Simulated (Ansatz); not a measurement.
## BaTe: pressure and energy less free atoms against volume per atom

All results are calculated (Ansatz 0.2.0). Periodic Kohn-Sham DFT of a crystal at fixed atoms; pressure and stress are positive in compression; the energy is the free energy less that of spherical unpolarised free atoms; site moments are those in the method's own spheres, positive along +z.

Cell of the first row (space group F-43m, No. 216):
```
CELL_PARAMETERS angstrom
0.00000 3.86350 3.86350
3.86350 0.00000 3.86350
3.86350 3.86350 0.00000
ATOMIC_POSITIONS crystal
Ba 0.00000 0.00000 0.00000
Te 0.25000 0.25000 0.25000
```

Settings of every row: method all-electron LAPW; functional PBE; relativity scalar; k mesh 11x11x11; filling fermi-dirac; smearing width 0.05 eV; basis error target 0.5 meV/atom; nucleus gaussian.

Atom start moment: 0 on all atoms.

Limits: no spin-orbit coupling on heavy atoms; the cell comes from a prototype or a list of computed structures and needn't be the stable phase.

```csv
row,volume per atom (Å³),pressure (GPa),energy less free atoms (eV/atom)
1,57.67,0.79,-4.0507
2,58.872,0.361,-4.055
3,60.073,-0.026,-4.0562
4,61.275,?,?
5,62.476,-0.691,-4.0506
```

Question: what pressure and energy less free atoms should row 4 give?

Worked fit of pressure. Take u = (V_r/V)^(2/3) − 1 with V_r = 59.472 Å³ an atom, which is twice the finite (Eulerian) strain; such expansions in the strain, on which the Birch-Murnaghan equation of state is built, carry the rest volume and the bulk modulus. The shown rows have u = 0.02072, 0.00678, -0.00668, -0.03232. Least squares give pressure = 0.1628 + 28.763 × u + 72.63 × u² GPa; a straight line predicts inner rows, each left out in turn, worse (root mean square 0.032 against 0.00029 GPa). All shown rows lie on it to the printed digit. The pressure vanishes at u = -0.0057, or V = 59.99 Å³ an atom, and there the bulk modulus at fixed shape and fractions is B = −V dP/dV = (2/3)(1 + u) dP/du = 18.5 GPa. The withheld row has u = -0.01971, so the fit gives 0.1628 + 28.763 × (-0.01971) + 72.63 × (-0.01971)² = -0.376 GPa.

The calculation gave -0.375 GPa. The fit lies 0.001 GPa (0.068 % of the column's range) below it, one unit of the last digit.

Worked fit of energy less free atoms. Take u = (V_r/V)^(2/3) − 1 with V_r = 59.472 Å³ an atom, which is twice the finite (Eulerian) strain; such expansions in the strain, on which the Birch-Murnaghan equation of state is built, carry the rest volume and the bulk modulus. The shown rows have u = 0.02072, 0.00678, -0.00668, -0.03232. Least squares give energy less free atoms = −4.05596 + 0.0898 × u + 7.913 × u² eV/atom; a straight line predicts inner rows, each left out in turn, worse (root mean square 0.0035 against 2.2e-05 eV/atom). All shown rows lie on it to the printed digit. Its lowest point lies at u = -0.0057, or V = 59.98 Å³ an atom, and the curvature there gives the bulk modulus at fixed shape and fractions, B = (4/9)(1 + u)² E″(u)/V = 18.6 GPa. The withheld row has u = -0.01971, so the fit gives −4.05596 + 0.0898 × (-0.01971) + 7.913 × (-0.01971)² = -4.0547 eV/atom.

The calculation gave -4.0547 eV/atom. The fit meets it to the printed digit.
